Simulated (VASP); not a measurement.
# TlBr (Pm-3m) in VASP: density of states with PBE+D3(BJ)

Aim: the density of states of TlBr with PBE+D3(BJ).

Program: VASP 6.6.1. These are calculated values, not measurements. Logs are shortened: lines on timing, memory, paths and dates and some standing lists are left out, and cuts for length are marked.

## Step 1: Starting point

It takes space group Pm-3m (No. 221, cubic). Conventional cell: a = 3.980 Å, b = 3.980 Å, c = 3.980 Å, α = 90.00°, β = 90.00°, γ = 90.00°. Tl (site symmetry m-3m) is surrounded by 8 Br at 3.45 Å. Around Br (site symmetry m-3m) lie 8 Tl at 3.45 Å.

## Step 2: Density of states, PBE+D3(BJ)

Contents of POSCAR:

```
TlBr
1.0
    3.9800000000      0.0000000000      0.0000000000
    0.0000000000      3.9800000000      0.0000000000
    0.0000000000      0.0000000000      3.9800000000
Tl Br
1 1
Direct
    0.0000000000      0.0000000000      0.0000000000
    0.5000000000      0.5000000000      0.5000000000
```

Contents of INCAR.step1:

```
SYSTEM = TlBr
PREC     = Accurate       ! precision mode
ENCUT    = 520            ! plane-wave cutoff, eV
EDIFF    = 1E-6           ! SCF threshold, eV
ISMEAR   = 0              ! smearing method
SIGMA    = 0.02           ! smearing width, eV
LREAL    = .False.        ! projectors in reciprocal space
LASPH    = .True.         ! aspherical terms in the spheres
NELM     = 100            ! most SCF steps
ALGO     = Normal         ! electronic algorithm
ISIF     = 2              ! what is computed and relaxed
LWAVE    = .False.        ! write WAVECAR
LCHARG   = .True.         ! write CHGCAR
GGA      = PE             ! functional
IVDW     = 12             ! dispersion correction
NBANDS   = 17             ! bands
```

Contents of KPOINTS.step1:

```
regular mesh
0
Gamma
  8 8 8
  0 0 0
```

Contents of INCAR.step2:

```
SYSTEM = TlBr
PREC     = Accurate       ! precision mode
ENCUT    = 520            ! plane-wave cutoff, eV
EDIFF    = 1E-6           ! SCF threshold, eV
ISMEAR   = -5             ! smearing method
SIGMA    = 0.02           ! smearing width, eV
LREAL    = .False.        ! projectors in reciprocal space
LASPH    = .True.         ! aspherical terms in the spheres
NELM     = 100            ! most SCF steps
ALGO     = Normal         ! electronic algorithm
ISIF     = 2              ! what is computed and relaxed
LWAVE    = .False.        ! write WAVECAR
LCHARG   = .False.        ! write CHGCAR
GGA      = PE             ! functional
IVDW     = 12             ! dispersion correction
LORBIT   = 11             ! projections on sites
NBANDS   = 17             ! bands
NEDOS    = 1001           ! points of the DOS
ICHARG   = 11             ! starting density
```

Contents of KPOINTS.step2:

```
regular mesh
0
Gamma
  12 12 12
  0 0 0
```

Potentials or basis: VASP PAW PBE potentials, release 64 (Tl_d, Br).

Run with:

```sh
$ cat potpaw_PBE.64/Tl_d/POTCAR potpaw_PBE.64/Br/POTCAR > POTCAR
$ cp INCAR.step1 INCAR
$ cp KPOINTS.step1 KPOINTS
$ mpirun -np 1 vasp_std > vasp.out
$ cp INCAR.step2 INCAR
$ cp KPOINTS.step2 KPOINTS
$ mpirun -np 1 vasp_std > vasp.out
```

OUTCAR:

```text
SYSTEM = TlBr
   PREC = Accurate
   ENCUT = 520
   EDIFF = 1E-6
   ISMEAR = -5
   LREAL = .False.
   LASPH = .True.
   NELM = 100
   ISIF = 2
   GGA = PE
   IVDW = 12
   LORBIT = 11
   ICHARG = 11
 IVDW          = 12

 ion  position               nearest neighbor table
   1  0.000  0.000  0.000-   2 3.45   2 3.45   2 3.45   2 3.45   2 3.45   2 3.45   2 3.45   2 3.45

   2  0.500  0.500  0.500-   1 3.45   1 3.45   1 3.45   1 3.45   1 3.45   1 3.45   1 3.45   1 3.45

  LATTYP: Found a simple cubic cell.
 ALAT       =     3.9800000000

  Lattice vectors:

 A1 = (   3.9800000000,   0.0000000000,   0.0000000000)
 A2 = (   0.0000000000,   3.9800000000,   0.0000000000)
 A3 = (   0.0000000000,   0.0000000000,   3.9800000000)

Analysis of symmetry for initial positions (statically):
=====================================================================
 Subroutine PRICEL returns:
 Original cell was already a primitive cell.

 Routine SETGRP: Setting up the symmetry group for a
 simple cubic supercell.

 Subroutine GETGRP returns: Found 48 space group operations
 (whereof 48 operations were pure point group operations)
 out of a pool of 48 trial point group operations.

The static configuration has the point symmetry O_h .

Analysis of symmetry for dynamics (positions and initial velocities):
=====================================================================
 Subroutine PRICEL returns:
 Original cell was already a primitive cell.

 Routine SETGRP: Setting up the symmetry group for a
 simple cubic supercell.

 Subroutine GETGRP returns: Found 48 space group operations
 (whereof 48 operations were pure point group operations)
 out of a pool of 48 trial point group operations.

The dynamic configuration has the point symmetry O_h .

 Subroutine INISYM returns: Found 48 space group operations
 (whereof 48 operations are pure point group operations),
 and found     1 'primitive' translations

----------------------------------------------------------------------------------------

                                     Primitive cell

  volume of cell :      63.0448

  direct lattice vectors                    reciprocal lattice vectors
     3.980000000  0.000000000  0.000000000     0.251256281  0.000000000  0.000000000
     0.000000000  3.980000000  0.000000000     0.000000000  0.251256281  0.000000000
     0.000000000  0.000000000  3.980000000     0.000000000  0.000000000  0.251256281

  length of vectors
     3.980000000  3.980000000  3.980000000     0.251256281  0.251256281  0.251256281

  position of ions in fractional coordinates (direct lattice)
     0.000000000  0.000000000  0.000000000
     0.500000000  0.500000000  0.500000000

  ion indices of the primitive-cell ions
   primitive index   ion index
                 1           1
                 2           2

----------------------------------------------------------------------------------------

 KPOINTS: regular mesh

Automatic generation of k-mesh.
 Grid dimensions read from file:
 generate k-points for:   12   12   12

 Generating k-lattice:

  Cartesian coordinates                     Fractional coordinates (reciprocal lattice)
     0.020938023  0.000000000  0.000000000     0.083333333  0.000000000  0.000000000
     0.000000000  0.020938023  0.000000000     0.000000000  0.083333333  0.000000000
     0.000000000  0.000000000  0.020938023     0.000000000  0.000000000  0.083333333

  Length of vectors
     0.020938023  0.020938023  0.020938023

  Shift w.r.t. Gamma in fractional coordinates (k-lattice)
     0.000000000  0.000000000  0.000000000

 TETIRR: Found    854 inequivalent tetrahedra from    10368

 Subroutine IBZKPT returns following result:
 ===========================================

 Found     84 irreducible k-points:

 Following reciprocal coordinates:
            Coordinates               Weight
  0.000000  0.000000  0.000000      1.000000
  0.083333  0.000000  0.000000      6.000000
  0.166667  0.000000  0.000000      6.000000
  0.250000  0.000000  0.000000      6.000000
  0.333333  0.000000  0.000000      6.000000
  0.416667  0.000000  0.000000      6.000000
[... 16 lines left out ...]
  0.333333  0.333333  0.000000     12.000000
  0.416667  0.333333  0.000000     24.000000
 [... further k-points ...]
   k-points           NKPTS =     84   k-points in BZ     NKDIM =     84   number of bands    NBANDS=     17
   number of dos      NEDOS =   1001   number of ions     NIONS =      2
   total plane-waves  NPLWV =  27000
   dimension x,y,z NGX =    30 NGY =   30 NGZ =   30
   dimension x,y,z NGXF=    60 NGYF=   60 NGZF=   60
   ions per type =               1   1
   NGX,Y,Z   is equivalent  to a cutoff of  12.53, 12.53, 12.53 a.u.
   NGXF,Y,Z  is equivalent  to a cutoff of  25.06, 25.06, 25.06 a.u.
 SYSTEM =  TlBr
   PREC   = accura    normal or accurate (medium, high low for compatibility)
   ISTART =      0    job   : 0-new  1-cont  2-samecut
   ICHARG =     11    charge: 1-file 2-atom 10-const
   ISPIN  =      1    spin polarized calculation?
   LNONCOLLINEAR =      F non collinear calculations
   LSORBIT =      F    spin-orbit coupling
   LASPH  =      T    aspherical Exc in radial PAW
   ENCUT  =  520.0 eV  38.22 Ry    6.18 a.u.   7.40  7.40  7.40*2*pi/ulx,y,z
   NELM   =    100;   NELMIN=  2; NELMDL=  0     # of ELM steps
   EDIFF  = 0.1E-05   stopping-criterion for ELM
   LREAL  =      F    real-space projection
   EDIFFG = 0.1E-04   stopping-criterion for IOM
   NSW    =      0    number of steps for IOM
   IBRION =     -1    ionic relax: 0-MD 1-quasi-New 2-CG
   NFREE  =      0    steps in history (QN), initial steepest desc. (CG)
   ISIF   =      2    stress and relaxation
   ISYM   =      2    0-nonsym 1-usesym 2-fastsym
   POTIM  = 0.5000    time-step for ionic-motion
   TEBEG  =    0.0;   TEEND  =   0.0 temperature during run
   PSTRESS=    0.0 pullay stress
   NELECT =      20.0000    total number of electrons
   NUPDOWN=      -1.0000    fix difference up-down
   EMIN   =  10.00;   EMAX   =-10.00  energy-range for DOS
   EFERMI =   0.00;   METHOD = LEGACY
   ISMEAR =    -5;   SIGMA  =   0.02  broadening in eV -4-tet -1-fermi 0-gaus
   EFERMI_NEDOS =   21; number of points for ismear=-14 and -15
   IALGO  =     38    algorithm
   IMIX   =      4    mixing-type and parameters
     AMIX     =   0.40;   BMIX     =  1.00
     AMIX_MAG =   1.60;   BMIX_MAG =  1.00
  volume/ion in A,a.u.               =      31.52       212.72
  Fermi-wavevector in a.u.,A,eV,Ry     =   1.116525  2.109926 16.961403  1.246628
  Thomas-Fermi vector in A             =   2.253140
   LORBIT       =     11    0 simple, 1 ext, 2 COOP (PROOUT), +10 PAW based schemes
   GGA     = PE    functional components
   LHFCALC =     F    Hartree Fock is set to
   AEXX    =    0.0000 exact exchange contribution
   IVDW    =    12    specifies the selected vdW correction
   LEPSILON=     F    determine dielectric tensor
   LRPA    =     F    only Hartree local field effects (RPA)
 non-spin polarized calculation
 Fermi weights with tetrahedron method with Bloechl corrections
  energy-cutoff  :      520.00
  volume of cell :       63.04
 maximum number of plane-waves:      1743
 NGX is ok and might be reduce to    30

 number of electron      20.0000005 magnetization

 Free energy of the ion-electron system (eV)
  ---------------------------------------------------
  ext. energy  EPLUGINS =         0.00000000
  ---------------------------------------------------
  free energy    TOTEN  =        -5.53272133 eV

  energy without entropy =       -5.53272133  energy(sigma->0) =       -5.53272133

 E-fermi :   2.4053     XC(G=0):  -8.9695

 val. band max:        2.3817488809   @ k =   0.5000   0.0000   0.0000
 cond. band min:       4.2437499088   @ k =   0.5000   0.0000   0.0000
 fundamental gap:      1.8620010279
 Fermi energy:         2.4053025992

 k-point     1 :       0.0000    0.0000    0.0000
  band No.  band energies     occupation
      1     -11.3530      2.00000
      2      -7.7208      2.00000
      3      -7.7208      2.00000
      4      -7.5463      2.00000
      5      -7.5463      2.00000
      6      -7.5463      2.00000
[... 9 lines left out ...]
     16      13.5402      0.00000
     17      15.8239      0.00000

 k-point     2 :       0.0833    0.0000    0.0000
  band No.  band energies     occupation
      1     -11.3381      2.00000
      2      -7.7201      2.00000
      3      -7.7119      2.00000
      4      -7.5504      2.00000
      5      -7.5504      2.00000
      6      -7.5459      2.00000
[... 9 lines left out ...]
     16      13.9815      0.00000
     17      15.6795      0.00000

 k-point     3 :       0.1667    0.0000    0.0000
  band No.  band energies     occupation
      1     -11.2967      2.00000
      2      -7.7182      2.00000
      3      -7.6879      2.00000
      4      -7.5615      2.00000
      5      -7.5615      2.00000
      6      -7.5449      2.00000
[... 9 lines left out ...]
     16      14.9122      0.00000
     17      15.5035      0.00000

 k-point     4 :       0.2500    0.0000    0.0000
  band No.  band energies     occupation
      1     -11.2386      2.00000
      2      -7.7156      2.00000
      3      -7.6556      2.00000
      4      -7.5766      2.00000
      5      -7.5766      2.00000
      6      -7.5436      2.00000
[... 9 lines left out ...]
     16      14.4633      0.00000
     17      15.6080      0.00000
[... 343 lines left out ...]
      1     -11.0603      2.00000
      2      -7.6702      2.00000
      3      -7.5980      2.00000
      4      -7.5812      2.00000
      5      -7.5653      2.00000
      6      -7.5515      2.00000
[... 9 lines left out ...]
     16      13.8369      0.00000
     17      14.4900      0.00000

 k-point    23 :       0.3333    0.3333    0.0000
  band No.  band energies     occupation
      1     -11.0693      2.00000
      2      -7.6651      2.00000
      3      -7.5833      2.00000
      4      -7.5787      2.00000
      5      -7.5747      2.00000
      6      -7.5545      2.00000
[... 9 lines left out ...]
     16      13.2772      0.00000
     17      14.8334      0.00000

 k-point    24 :       0.4167    0.3333    0.0000
  band No.  band energies     occupation
      1     -11.0419      2.00000
      2      -7.6593      2.00000
      3      -7.5905      2.00000
      4      -7.5783      2.00000
      5      -7.5688      2.00000
      6      -7.5319      2.00000
[... 9 lines left out ...]
     16      13.2258      0.00000
     17      14.2747      0.00000

 [... further k-points ...]

------------------------ aborting loop because EDIFF is reached ----------------------------------------

 Edisp (eV)   -0.54797

 E8    (eV) :    -0.2574

  FORCE on cell =-STRESS in cart. coord.  units (eV):
  Direction    XX          YY          ZZ          XY          YZ          ZX
  --------------------------------------------------------------------------------------
  -------------------------------------------------------------------------------------
  Total      -0.01430    -0.01430    -0.01430     0.00000     0.00000    -0.00000
  in kB      -0.36338    -0.36338    -0.36338     0.00000     0.00000    -0.00000
  external pressure =       -0.36 kB  Pullay stress =        0.00 kB

 VOLUME and BASIS-vectors are now :
 -----------------------------------------------------------------------------
  energy-cutoff  :      520.00
  volume of cell :       63.04
      direct lattice vectors                 reciprocal lattice vectors
     3.980000000  0.000000000  0.000000000     0.251256281  0.000000000  0.000000000
     0.000000000  3.980000000  0.000000000     0.000000000  0.251256281  0.000000000
     0.000000000  0.000000000  3.980000000     0.000000000  0.000000000  0.251256281

 POSITION                                       TOTAL-FORCE (eV/Angst)
 -----------------------------------------------------------------------------------
      0.00000      0.00000      0.00000         0.000000      0.000000      0.000000
      1.99000      1.99000      1.99000         0.000000      0.000000      0.000000
 -----------------------------------------------------------------------------------
    total drift:                                0.000000     -0.000000     -0.000000

  FREE ENERGIE OF THE ION-ELECTRON SYSTEM (eV)
  ---------------------------------------------------
  free  energy   TOTEN  =        -6.0806866737 eV

  energy  without entropy=       -6.0806866737  energy(sigma->0) =       -6.08068667

 total charge

# of ion       s       p       d       tot
------------------------------------------
    1        1.310   0.131   9.667  11.108
    2        1.615   3.228   0.007   4.850
--------------------------------------------------
tot          2.925   3.359   9.673  15.957
```

Run time: 36 s. Hardware: 1 thread of AMD EPYC 9R45 (Zen 5), shared host; peak memory 0.2 GiB.

Results:

```
Valence electrons inside the program's atomic spheres : Tl 11.11; Br 4.85
Dispersion energy per atom                            : -0.274 eV
```

Levels at points of the mesh, in eV from the valence-band top:
| k point | band 6 | band 7 | band 8 | band 9 | band 10 | band 11 | band 12 | band 13 | band 14 | band 15 |
| --- | --- | --- | --- | --- | --- | --- | --- | --- | --- | --- |
| (0.00, 0.00, 0.00) | -9.93 | -4.65 | -1.30 | -1.30 | -1.30 | 7.02 | 7.02 | 7.23 | 7.23 | 7.23 |
| (0.50, 0.00, 0.00) | -9.92 | -5.53 | -0.80 | -0.80 | 0.00 | 1.86 | 5.77 | 5.77 | 8.01 | 10.42 |
| (0.50, 0.50, 0.00) | -9.87 | -3.75 | -2.93 | -2.93 | -0.72 | 4.87 | 4.87 | 7.39 | 7.70 | 10.35 |
| (0.50, 0.50, 0.50) | -9.87 | -2.75 | -1.92 | -1.92 | -1.92 | 2.15 | 2.15 | 2.15 | 12.82 | 12.82 |

States per cell in windows of 0.5 eV (zero at the valence-band top; states under -8 eV left out):
```csv
from (eV),total,Br2_p,Tl1_p,Tl1_s,Br2_d,Tl1_d,Br2_s
-8.0,0.00,0.00,0.00,0.00,0.00,0.00,0.00
-7.5,0.00,0.00,0.00,0.00,0.00,0.00,0.00
-7.0,0.00,0.00,0.00,0.00,0.00,0.00,0.00
-6.5,0.00,0.00,0.00,0.00,0.00,0.00,0.00
-6.0,0.00,0.00,0.00,0.00,0.00,0.00,0.00
-5.5,0.57,0.06,0.00,0.25,0.00,0.00,0.01
-5.0,0.83,0.07,0.00,0.38,0.00,0.00,0.01
-4.5,0.34,0.03,0.00,0.16,0.00,0.00,0.00
-4.0,0.18,0.01,0.00,0.09,0.00,0.00,0.00
-3.5,0.07,0.00,0.00,0.04,0.00,0.00,0.00
-3.0,0.30,0.12,0.01,0.01,0.00,0.00,0.00
-2.5,1.12,0.51,0.04,0.03,0.00,0.01,0.00
-2.0,1.22,0.58,0.03,0.07,0.00,0.01,0.00
-1.5,1.61,0.87,0.02,0.08,0.00,0.01,0.00
-1.0,1.22,0.68,0.01,0.10,0.00,0.01,0.00
-0.5,0.54,0.28,0.00,0.10,0.00,0.00,0.00
0.0,0.00,0.00,0.00,0.00,0.00,0.00,0.00
0.5,0.00,0.00,0.00,0.00,0.00,0.00,0.00
1.0,0.00,0.00,0.00,0.00,0.00,0.00,0.00
1.5,0.00,0.00,0.00,0.00,0.00,0.00,0.00
2.0,0.09,0.00,0.02,0.00,0.00,0.00,0.00
2.5,0.30,0.02,0.08,0.00,0.00,0.00,0.01
3.0,0.62,0.06,0.17,0.00,0.01,0.00,0.01
3.5,1.06,0.11,0.29,0.01,0.01,0.01,0.02
4.0,0.62,0.07,0.18,0.01,0.01,0.01,0.01
4.5,0.65,0.08,0.20,0.01,0.01,0.01,0.00
5.0,0.64,0.07,0.21,0.01,0.01,0.01,0.00
5.5,0.62,0.05,0.21,0.01,0.01,0.01,0.00
6.0,1.13,0.07,0.44,0.01,0.02,0.01,0.00
6.5,0.26,0.01,0.11,0.00,0.01,0.00,0.00
7.0,0.05,0.00,0.01,0.00,0.00,0.00,0.00
7.5,0.17,0.00,0.01,0.00,0.02,0.01,0.00
```
